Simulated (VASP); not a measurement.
# CuI (Marshite) (F-43m) in VASP: a series of runs, part 2 of 3

VASP 6.6.1. Earlier steps stand in the parts before.

## 4. Relaxation of cell and atoms, PBEsol

INCAR

```
PREC = Accurate
ENCUT = 600
EDIFF = 1E-6
ISMEAR = 0
SIGMA = 0.03
LREAL = False
LASPH = True
NELM = 80
ALGO = Normal
ISIF = 3
LWAVE = False
LCHARG = False
GGA = PS
IBRION = 2
NSW = 90
EDIFFG = -0.01
```

KPOINTS

```
regular mesh
0
Gamma
  8 8 8
```

POSCAR

```
CuI
1.0
    0.0000000000      3.0315000000      3.0315000000
    3.0315000000      0.0000000000      3.0315000000
    3.0315000000      3.0315000000      0.0000000000
Cu I
1 1
Direct
    0.2500000000      0.2500000000      0.2500000000
    0.0000000000      0.0000000000      0.0000000000
```

Potentials or basis: VASP PAW PBE potentials, release 64 (Cu, I).

On the command line:

```bash
$ cat potpaw_PBE.64/Cu/POTCAR potpaw_PBE.64/I/POTCAR > POTCAR
$ mpirun -np 1 vasp_std > vasp.out
```

OUTCAR:

```text
PREC = Accurate
   ENCUT = 600
   EDIFF = 1E-6
   ISMEAR = 0
   LREAL = False
   LASPH = True
   NELM = 80
   ISIF = 3
   GGA = PS
   IBRION = 2
   NSW = 90
   EDIFFG = -0.01

 ion  position               nearest neighbor table
   1  0.250  0.250  0.250-   2 2.63   2 2.63   2 2.63   2 2.63
   2  0.000  0.000  0.000-   1 2.63   1 2.63   1 2.63   1 2.63

  LATTYP: Found a face centered cubic cell.
 ALAT       =     6.0630000000

  Lattice vectors:

 A1 = (   0.0000000000,   3.0315000000,   3.0315000000)
 A2 = (   3.0315000000,   0.0000000000,   3.0315000000)
 A3 = (   3.0315000000,   3.0315000000,   0.0000000000)

Analysis of symmetry for initial positions (statically):
=====================================================================
 Subroutine PRICEL returns:
 Original cell was already a primitive cell.

 Routine SETGRP: Setting up the symmetry group for a
 face centered cubic supercell.

 Subroutine GETGRP returns: Found 24 space group operations
 (whereof 24 operations were pure point group operations)
 out of a pool of 48 trial point group operations.

The static configuration has the point symmetry T_d .

Analysis of symmetry for dynamics (positions and initial velocities):
=====================================================================
[... 171 lines left out ...]
  external PRESSURE =     -24.6123361 kB  Pullay stress =       0.0000000 kB
[... 59 lines left out ...]
--------------------------------------- Ionic step        3  -------------------------------------------

 number of electron      17.9999991 magnetization

 Free energy of the ion-electron system (eV)
  ---------------------------------------------------
  ext. energy  EPLUGINS =         0.00000000
  ---------------------------------------------------
  free energy    TOTEN  =        -6.32110621 eV

  energy without entropy =       -6.32110621  energy(sigma->0) =       -6.32110621

 E-fermi :   5.1000     XC(G=0):  -9.4112

 val. band max:        4.9332499283   @ k =   0.0000   0.0000   0.0000
 cond. band min:       6.1199938595   @ k =   0.0000   0.0000   0.0000
 fundamental gap:      1.1867439312
 Fermi energy:         5.0999701150

 k-point     1 :       0.0000    0.0000    0.0000
  band No.  band energies     occupation
      1      -9.4159      2.00000
      2       1.0120      2.00000
      3       1.0120      2.00000
      4       1.0120      2.00000
      5       2.8048      2.00000
      6       2.8048      2.00000
      7       4.9332      2.00000
      8       4.9332      2.00000
      9       4.9332      2.00000
     10       6.1200      0.00000
     11       9.6965      0.00000
     12       9.6965      0.00000
     13       9.6965      0.00000
[... 354 lines left out ...]
  band No.  band energies     occupation
      1      -8.6610      2.00000
      2      -0.7568      2.00000
      3       0.4539      2.00000
      4       1.0081      2.00000
      5       2.7302      2.00000
      6       2.8156      2.00000
      7       2.9423      2.00000
      8       3.4282      2.00000
      9       3.7715      2.00000
     10       8.4993      0.00000
     11       9.4454      0.00000
     12      11.1878      0.00000
     13      12.3918      0.00000

 [... further k-points ...]
[... 5 lines left out ...]
  --------------------------------------------------------------------------------------
  -------------------------------------------------------------------------------------
  Total       -0.0181446     -0.0181446     -0.0181446      0.0000000      0.0000000      0.0000000
  in kB       -0.5531516     -0.5531516     -0.5531516      0.0000000      0.0000000      0.0000000
  external PRESSURE =      -0.5531516 kB  Pullay stress =       0.0000000 kB
[... 17 lines left out ...]
  FREE ENERGIE OF THE ION-ELECTRON SYSTEM (eV)
  ---------------------------------------------------
  free  energy   TOTEN  =        -6.3211062107 eV

  energy  without entropy=       -6.3211062107  energy(sigma->0) =       -6.32110621

 reached required accuracy - stopping structural energy minimisation
```

OSZICAR:

```text
N       E                     dE             d eps       ncg     rms          rms(c)
DAV:   1     0.103231390628E+03    0.10323E+03   -0.84623E+03   759   0.166E+03
DAV:   2     0.153845758634E+01   -0.10169E+03   -0.95004E+02   764   0.277E+02
DAV:   3    -0.631543695567E+01   -0.78539E+01   -0.76990E+01  1025   0.847E+01
DAV:   4    -0.657895688197E+01   -0.26352E+00   -0.26318E+00   820   0.134E+01
[... 31 lines left out ...]
DAV:   4    -0.632112043899E+01    0.15486E-03   -0.53830E-04   854   0.225E-01    0.339E-02
DAV:   5    -0.632111169236E+01    0.87466E-05   -0.20439E-05  1066   0.119E-01    0.296E-02
DAV:   6    -0.632110708327E+01    0.46091E-05   -0.46706E-06  1102   0.321E-02    0.117E-02
DAV:   7    -0.632110606305E+01    0.10202E-05   -0.14118E-06   459   0.459E-02    0.173E-03
DAV:   8    -0.632110621067E+01   -0.14762E-06   -0.12556E-06   424   0.104E-02
   3 F= -.63211062E+01 E0= -.63211062E+01  d E =-.265756E-01
```

CONTCAR:

```text
CuI
   1.00000000000000
    -0.0000000000000000    2.9729987622155547    2.9729987622155547
     2.9729987622155547    0.0000000000000000    2.9729987622155547
     2.9729987622155547    2.9729987622155547   -0.0000000000000000
  Cu              I
     1     1
Direct
     0.2500000000000000    0.2500000000000000    0.2500000000000000
     0.0000000000000000    0.0000000000000000    0.0000000000000000

  0.00000000E+00  0.00000000E+00  0.00000000E+00
  0.00000000E+00  0.00000000E+00  0.00000000E+00
```

It took 34 s on 1 thread of Intel Xeon 6975P-C (Granite Rapids), shared host; peak memory 0.21 GiB.

Results:

| Property | Result |
| --- | --- |
| Free energy | -6.3211 eV |
| Relaxed volume | 26.28 Å³/atom |
| Relaxed cell | a = 4.204 Å, b = 4.204 Å, c = 4.204 Å, α = 60.00°, β = 60.00°, γ = 60.00° |
| Space group after relaxing (to 0.05 Å) | F-43m (No. 216) |
| Energy gained by relaxing | 13.3 meV/atom |
| Ionic steps | 3 |
| Pressure after relaxing | -0.1 GPa |
| Band gap on the k mesh | 1.19 eV, direct |

The path:
```csv
step,energy change (eV),largest force (eV/Å),pressure (GPa),volume (Å³)
1,0.0000,0.0000,-2.46,55.72
2,-0.0265,0.0000,0.23,52.34
3,-0.0266,0.0000,-0.06,52.56
```

Final structure:
```
Cu I
1.0
     0.00000    2.97300    2.97300
     2.97300    0.00000    2.97300
     2.97300    2.97300    0.00000
Cu I
1 1
Direct
  0.25000 0.25000 0.25000
  0.00000 0.00000 0.00000
```

Levels at points of the mesh, in eV from the valence-band top:
| k point | band 7 | band 8 | band 9 | band 10 | band 11 | band 12 |
| --- | --- | --- | --- | --- | --- | --- |
| (0.00, 0.00, 0.00) | 0.00 | 0.00 | 0.00 | 1.19 | 4.76 | 4.76 |
| (0.50, 0.00, 0.00) | -2.05 | -0.81 | -0.81 | 2.13 | 5.32 | 5.32 |
| (0.50, 0.50, 0.00) | -2.03 | -1.73 | -1.73 | 2.48 | 2.81 | 9.49 |

Caveat: the PAW data sets were made with another functional, which shifts forces and pressure a little; spin-orbit coupling is left out, which moves the levels of the heavy elements. A hybrid or GW would open this gap; PBEsol tends to underestimate it.

(Part 2 of 3 ends here.)
